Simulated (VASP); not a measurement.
# V (P6_3/mmc) in VASP: reference runs

Aim: a first look at V with PBE, on the cell as given and on a disturbed one.

Everything below comes from runs of VASP 6.6.1. Logs are shortened: lines on timing, memory, paths and dates and some standing lists are left out, and cuts for length are marked.

## Step 1: The structure

Symmetry: P6_3/mmc, No. 194, hexagonal system. Conventional cell: a = 2.604 Å, b = 2.604 Å, c = 4.723 Å, α = 90.00°, β = 90.00°, γ = 120.00°. Around V (site symmetry -6m2) lie 12 V at 2.60 to 2.80 Å.

This isn't the form of V at room conditions, which is bcc.

## Step 2: Single point, PBE, collinear spin, ferromagnetic start

Input file INCAR:

```
PREC = Accurate
ENCUT = 520
EDIFF = 1E-7
ISMEAR = -1
SIGMA = 0.05
LREAL = False
LASPH = True
NELM = 120
ALGO = Normal
ISIF = 2
LWAVE = False
LCHARG = True
ISPIN = 2
MAGMOM = 2 2
LORBIT = 11
LMAXMIX = 4
GGA = PE
LELF = True
LVHAR = True
NBANDS = 24
```

Input file KPOINTS:

```
Automatic mesh
0
Gamma
  12 12 6
```

Input file POSCAR:

```
V
1.0
    2.6042941027      0.0000000000      0.0000000000
   -1.3021470513      2.2553848518      0.0000000000
    0.0000000000      0.0000000000      4.7233360000
V
2
Direct
    0.3333333333      0.6666666667      0.2500000000
    0.6666666667      0.3333333333      0.7500000000
```

Potentials or basis: VASP PAW PBE potentials, release 64 (V_sv).

Started as:

```bash
$ cat potpaw_PBE.64/V_sv/POTCAR > POTCAR
$ mpirun -np 1 vasp_std > vasp.out
```

OUTCAR:

```text
PREC = Accurate
   ENCUT = 520
   EDIFF = 1E-7
   ISMEAR = -1
   LREAL = False
   LASPH = True
   NELM = 120
   ISIF = 2
   ISPIN = 2
   LORBIT = 11
   GGA = PE

 ion  position               nearest neighbor table
   1  0.333  0.667  0.250-   2 2.80   2 2.80   2 2.80   2 2.80   2 2.80   2 2.80
   2  0.667  0.333  0.750-   1 2.80   1 2.80   1 2.80   1 2.80   1 2.80   1 2.80

  LATTYP: Found a hexagonal cell.
 ALAT       =     2.6042941027
 C/A-ratio  =     1.8136722712

  Lattice vectors:

 A1 = (   2.6042941027,   0.0000000000,   0.0000000000)
 A2 = (  -1.3021470513,   2.2553848518,   0.0000000000)
 A3 = (   0.0000000000,   0.0000000000,   4.7233360000)

Analysis of symmetry for initial positions (statically):
=====================================================================
 Subroutine PRICEL returns:
 Original cell was already a primitive cell.

 Routine SETGRP: Setting up the symmetry group for a
 hexagonal supercell.

 Subroutine GETGRP returns: Found 24 space group operations
 (whereof 12 operations were pure point group operations)
 out of a pool of 24 trial point group operations.

The static configuration has the point symmetry D_3d.
 The point group associated with its full space group is D_6h.

Analysis of symmetry for dynamics (positions and initial velocities):
=====================================================================
 Subroutine PRICEL returns:
 Original cell was already a primitive cell.

 Routine SETGRP: Setting up the symmetry group for a
 hexagonal supercell.

 Subroutine GETGRP returns: Found 24 space group operations
 (whereof 12 operations were pure point group operations)
 out of a pool of 24 trial point group operations.

The dynamic configuration has the point symmetry D_3d.
 The point group associated with its full space group is D_6h.

Analysis of structural, dynamic, and magnetic symmetry:
=====================================================================
 Subroutine PRICEL returns:
 Original cell was already a primitive cell.

 Routine SETGRP: Setting up the symmetry group for a
 hexagonal supercell.

 Subroutine GETGRP returns: Found 24 space group operations
 (whereof 12 operations were pure point group operations)
 out of a pool of 24 trial point group operations.

The overall configuration has the point symmetry D_3d.
 The point group associated with its full space group is D_6h.

 Subroutine INISYM returns: Found 24 space group operations
 (whereof 12 operations are pure point group operations),
 and found     1 'primitive' translations

----------------------------------------------------------------------------------------

                                     Primitive cell

  volume of cell :      27.7434

  direct lattice vectors                    reciprocal lattice vectors
     2.604294103  0.000000000  0.000000000     0.383981210  0.221691655  0.000000000
    -1.302147051  2.255384852  0.000000000     0.000000000  0.443383310  0.000000000
     0.000000000  0.000000000  4.723336000     0.000000000  0.000000000  0.211714771

  length of vectors
     2.604294103  2.604294103  4.723336000     0.443383310  0.443383310  0.211714771

  position of ions in fractional coordinates (direct lattice)
     0.333333333  0.666666667  0.250000000
     0.666666667  0.333333333  0.750000000

  ion indices of the primitive-cell ions
   primitive index   ion index
                 1           1
                 2           2

----------------------------------------------------------------------------------------

 KPOINTS: Automatic mesh

Automatic generation of k-mesh.
 Grid dimensions read from file:
 generate k-points for:   12   12    6

 Generating k-lattice:

  Cartesian coordinates                     Fractional coordinates (reciprocal lattice)
     0.031998434  0.018474305  0.000000000     0.083333333 -0.000000000  0.000000000
     0.000000000  0.036948609  0.000000000     0.000000000  0.083333333  0.000000000
     0.000000000  0.000000000  0.035285795     0.000000000  0.000000000  0.166666667

  Length of vectors
     0.036948609  0.036948609  0.035285795

  Shift w.r.t. Gamma in fractional coordinates (k-lattice)
     0.000000000  0.000000000  0.000000000

 Subroutine IBZKPT returns following result:
 ===========================================

 Found     76 irreducible k-points:

 Following reciprocal coordinates:
            Coordinates               Weight
  0.000000  0.000000  0.000000      1.000000
  0.083333 -0.000000  0.000000      6.000000
  0.166667 -0.000000  0.000000      6.000000
  0.250000 -0.000000  0.000000      6.000000
  0.333333 -0.000000  0.000000      6.000000
  0.416667 -0.000000  0.000000      6.000000
[... 16 lines left out ...]
  0.250000 -0.000000  0.166667     12.000000
  0.333333 -0.000000  0.166667     12.000000
 [... further k-points ...]
   k-points           NKPTS =     76   k-points in BZ     NKDIM =     76   number of bands    NBANDS=     24
   number of dos      NEDOS =    301   number of ions     NIONS =      2
   total plane-waves  NPLWV =  14400
   dimension x,y,z NGX =    20 NGY =   20 NGZ =   36
   dimension x,y,z NGXF=    40 NGYF=   40 NGZF=   72
   ions per type =               2
   NGX,Y,Z   is equivalent  to a cutoff of  12.77, 12.77, 12.67 a.u.
   NGXF,Y,Z  is equivalent  to a cutoff of  25.53, 25.53, 25.34 a.u.
 SYSTEM =  unknown system
   PREC   = accura    normal or accurate (medium, high low for compatibility)
   ISTART =      0    job   : 0-new  1-cont  2-samecut
   ICHARG =      2    charge: 1-file 2-atom 10-const
   ISPIN  =      2    spin polarized calculation?
   LNONCOLLINEAR =      F non collinear calculations
   LSORBIT =      F    spin-orbit coupling
   LASPH  =      T    aspherical Exc in radial PAW
   ENCUT  =  520.0 eV  38.22 Ry    6.18 a.u.   4.84  4.84  8.78*2*pi/ulx,y,z
   NELM   =    120;   NELMIN=  2; NELMDL= -5     # of ELM steps
   EDIFF  = 0.1E-06   stopping-criterion for ELM
   LREAL  =      F    real-space projection
   EDIFFG = 0.1E-05   stopping-criterion for IOM
   NSW    =      0    number of steps for IOM
   IBRION =     -1    ionic relax: 0-MD 1-quasi-New 2-CG
   NFREE  =      0    steps in history (QN), initial steepest desc. (CG)
   ISIF   =      2    stress and relaxation
   ISYM   =      2    0-nonsym 1-usesym 2-fastsym
   POTIM  = 0.5000    time-step for ionic-motion
   TEBEG  =    0.0;   TEEND  =   0.0 temperature during run
   PSTRESS=    0.0 pullay stress
   NELECT =      26.0000    total number of electrons
   NUPDOWN=      -1.0000    fix difference up-down
   EMIN   =  10.00;   EMAX   =-10.00  energy-range for DOS
   EFERMI =   0.00;   METHOD = LEGACY
   ISMEAR =    -1;   SIGMA  =   0.05  broadening in eV -4-tet -1-fermi 0-gaus
   EFERMI_NEDOS =   21; number of points for ismear=-14 and -15
   IALGO  =     38    algorithm
   IMIX   =      4    mixing-type and parameters
     AMIX     =   0.40;   BMIX     =  1.00
     AMIX_MAG =   1.60;   BMIX_MAG =  1.00
  volume/ion in A,a.u.               =      13.87        93.61
  Fermi-wavevector in a.u.,A,eV,Ry     =   1.602062  3.027459 34.920768  2.566604
  Thomas-Fermi vector in A             =   2.698942
   LORBIT       =     11    0 simple, 1 ext, 2 COOP (PROOUT), +10 PAW based schemes
   GGA     = PE    functional components
   LHFCALC =     F    Hartree Fock is set to
   AEXX    =    0.0000 exact exchange contribution
   IVDW    =     0    specifies the selected vdW correction
   LEPSILON=     F    determine dielectric tensor
   LRPA    =     F    only Hartree local field effects (RPA)
 spin polarized calculation
  energy-cutoff  :      520.00
  volume of cell :       27.74
 maximum number of plane-waves:       771
 NGX is ok and might be reduce to    20
   NGX =  9   NGY =  9   NGZ = 17

 number of electron      26.0000014 magnetization       0.0019980

 number of electron      26.0000014 magnetization      -0.0002266

 Free energy of the ion-electron system (eV)
  ---------------------------------------------------
  ext. energy  EPLUGINS =         0.00000000
  ---------------------------------------------------
  free energy    TOTEN  =       -17.49697443 eV

  energy without entropy =      -17.47099464  energy(sigma->0) =      -17.48398454

 E-fermi :   9.6974     XC(G=0): -12.7271

 val. band max:        9.6822250876   @ k =   0.1667  -0.0000   0.0000
 cond. band min:       9.7126454100   @ k =   0.3333   0.1667   0.5000
 fundamental gap:      0.0304203224
 Fermi energy:         9.6973626682

 spin component 1

 k-point     1 :       0.0000    0.0000    0.0000
  band No.  band energies     occupation
      1     -54.3260      1.00000
      2     -54.2193      1.00000
      3     -28.4261      1.00000
      4     -27.7941      1.00000
      5     -27.6565      1.00000
      6     -27.6565      1.00000
[... 16 lines left out ...]
     23      27.8630      0.00000
     24      30.0870      0.00000
[... 598 lines left out ...]
      2     -54.1251      1.00000
      3     -28.3271      1.00000
      4     -28.2534      1.00000
      5     -28.1357      1.00000
      6     -27.8438      1.00000
[... 16 lines left out ...]
     23      24.6257      0.00000
     24      26.7712      0.00000

 [... further k-points ...]

 spin component 2

 k-point     1 :       0.0000    0.0000    0.0000
  band No.  band energies     occupation
      1     -54.3261      1.00000
      2     -54.2194      1.00000
      3     -28.4262      1.00000
      4     -27.7942      1.00000
      5     -27.6565      1.00000
      6     -27.6565      1.00000
[... 16 lines left out ...]
     23      27.8629      0.00000
     24      30.0869      0.00000
[... 598 lines left out ...]
      2     -54.1252      1.00000
      3     -28.3272      1.00000
      4     -28.2535      1.00000
      5     -28.1358      1.00000
      6     -27.8439      1.00000
[... 16 lines left out ...]
     23      24.6256      0.00000
     24      26.7712      0.00000

 [... further k-points ...]
[... 5 lines left out ...]
  --------------------------------------------------------------------------------------
  -------------------------------------------------------------------------------------
  Total        0.0097933      0.0097933     -0.1878943      0.0000000      0.0000000     -0.0000000
  in kB        0.5655620      0.5655620    -10.8508703      0.0000000      0.0000000     -0.0000000
  external PRESSURE =      -3.2399155 kB  Pullay stress =       0.0000000 kB

 VOLUME and BASIS-vectors are now :
 -----------------------------------------------------------------------------
  energy-cutoff  :      520.00
  volume of cell :       27.74
      direct lattice vectors                 reciprocal lattice vectors
     2.604294103  0.000000000  0.000000000     0.383981210  0.221691655  0.000000000
    -1.302147051  2.255384852  0.000000000     0.000000000  0.443383310  0.000000000
     0.000000000  0.000000000  4.723336000     0.000000000  0.000000000  0.211714771

 POSITION                                       TOTAL-FORCE (eV/Angst)
 -----------------------------------------------------------------------------------
     -0.00000      1.50359      1.18083        -0.000000      0.000000      0.000000
      1.30215      0.75179      3.54250         0.000000     -0.000000      0.000000
 -----------------------------------------------------------------------------------
    total drift:                                0.000000     -0.000000      0.000000

  FREE ENERGIE OF THE ION-ELECTRON SYSTEM (eV)
  ---------------------------------------------------
  free  energy   TOTEN  =       -17.4969744329 eV

  energy  without entropy=      -17.4709946389  energy(sigma->0) =      -17.48398454

 total charge

# of ion       s       p       d       tot
------------------------------------------
    1        2.343   6.208   3.077  11.628
    2        2.343   6.208   3.077  11.628
--------------------------------------------------
tot          4.686  12.417   6.154  23.256

 magnetization (x)

# of ion       s       p       d       tot
------------------------------------------
    1       -0.000  -0.000  -0.000  -0.000
    2       -0.000  -0.000  -0.000  -0.000
--------------------------------------------------
tot         -0.000  -0.000  -0.000  -0.000
```

Run time: 1.9 min. Hardware: 1 thread of Intel Xeon Platinum 8488C (Sapphire Rapids), shared host; peak memory 0.19 GiB.

What came out:

```yaml
Free_energy: -17.4970 eV
Pressure: -0.3 GPa
Band_gap_on_the_k_mesh: none (metal or under the smearing width)
Net_moment: 0.00 μB per cell
Valence_electrons_inside_the_program's_atomic_spheres: V 11.63
```

Stress tensor (GPa, compression positive):
```
 0.06  0.00  0.00
 0.00  0.06  0.00
 0.00  0.00 -1.09
```

## Step 3: Single point, PBE, collinear spin, ferromagnetic start (atoms moved at random, drawn with an rms of 0.05 Å)

Input file INCAR:

```
SYSTEM = V
  PREC = Accurate
  ENCUT = 520
  EDIFF = 1E-7
  ISMEAR = -1
  SIGMA = 0.05
  LREAL = .FALSE.
  LASPH = .TRUE.
  NELM = 150
  ALGO = Normal
  ISIF = 2
  LWAVE = .FALSE.
  LCHARG = .FALSE.
  ISPIN = 2
  MAGMOM = 2 2
  LORBIT = 11
  LMAXMIX = 4
  GGA = PE
  NBANDS = 24
```

Input file KPOINTS:

```
Automatic mesh
0
G
  12 12 6
  0 0 0
```

Input file POSCAR:

```
V
1.0
    2.6042941027      0.0000000000      0.0000000000
   -1.3021470513      2.2553848518      0.0000000000
    0.0000000000      0.0000000000      4.7233360000
V
2
Direct
    0.3373900000      0.6680620000      0.2482820000
    0.6640850000      0.3352850000      0.7423180000
```

Potentials or basis: VASP PAW PBE potentials, release 64 (V_sv).

Started as:

```bash
$ cat potpaw_PBE.64/V_sv/POTCAR > POTCAR
$ mpirun -np 1 vasp_std > vasp.out
```

Wall time 5.6 min (1 thread of Intel Xeon Platinum 8488C (Sapphire Rapids), shared host); peak memory 0.46 GiB.

It converged, with:

- Free energy: -17.4933 eV
- Pressure: -0.3 GPa
- Largest force: 0.272 eV/Å
- Band gap on the k mesh: none (metal or under the smearing width)
- Net moment: 0.00 μB per cell
- Valence electrons inside the program's atomic spheres: V 11.63

Forces in eV/Å, atoms in the order of the input:
```
V    0.016  0.000 -0.272
V   -0.016  0.000  0.272
```

Stress tensor (GPa, compression positive):
```
 0.14 -0.37 -0.04
-0.37  0.08  0.00
-0.04  0.00 -0.97
```

Levels at points of the mesh, in eV from the Fermi level:
Spin up:
```
           k point  band 11  band 12  band 13  band 14  band 15  band 16
(0.00, 0.00, 0.00)    -0.59    -0.23     0.32     0.34     0.64     0.65
(0.50, 0.00, 0.00)    -2.72    -0.31    -0.17     0.30     0.62     2.96
(0.00, 0.50, 0.00)    -2.70    -0.35    -0.19     0.30     0.62     2.95
(0.50, 0.50, 0.00)    -2.66    -0.41    -0.20     0.29     0.63     2.95
(0.00, 0.00, 0.50)    -1.10    -0.95     0.36     0.36     0.37     0.38
(0.50, 0.00, 0.50)    -1.84    -1.75     1.57     1.59     1.61     1.71
(0.00, 0.50, 0.50)    -1.84    -1.75     1.57     1.61     1.63     1.72
(0.50, 0.50, 0.50)    -1.84    -1.74     1.59     1.63     1.66     1.72
```
Spin down:
| k point | band 9 | band 10 | band 11 | band 12 | band 13 | band 14 | band 15 | band 16 | band 17 | band 18 |
| --- | --- | --- | --- | --- | --- | --- | --- | --- | --- | --- |
| (0.00, 0.00, 0.00) | -6.85 | -3.43 | -0.59 | -0.23 | 0.32 | 0.34 | 0.64 | 0.65 | 1.81 | 1.86 |
| (0.50, 0.00, 0.00) | -2.93 | -2.86 | -2.72 | -0.31 | -0.17 | 0.30 | 0.62 | 2.96 | 3.51 | 3.61 |
| (0.00, 0.50, 0.00) | -2.93 | -2.85 | -2.70 | -0.35 | -0.19 | 0.30 | 0.62 | 2.95 | 3.51 | 3.62 |
| (0.50, 0.50, 0.00) | -2.93 | -2.83 | -2.66 | -0.41 | -0.21 | 0.29 | 0.63 | 2.95 | 3.50 | 3.62 |
| (0.00, 0.00, 0.50) | -5.10 | -5.07 | -1.10 | -0.95 | 0.36 | 0.36 | 0.37 | 0.38 | 2.46 | 2.47 |
| (0.50, 0.00, 0.50) | -3.25 | -3.22 | -1.84 | -1.75 | 1.57 | 1.59 | 1.61 | 1.71 | 3.56 | 3.57 |
| (0.00, 0.50, 0.50) | -3.26 | -3.23 | -1.84 | -1.75 | 1.57 | 1.61 | 1.63 | 1.72 | 3.56 | 3.57 |
| (0.50, 0.50, 0.50) | -3.27 | -3.24 | -1.84 | -1.74 | 1.59 | 1.63 | 1.66 | 1.72 | 3.56 | 3.57 |
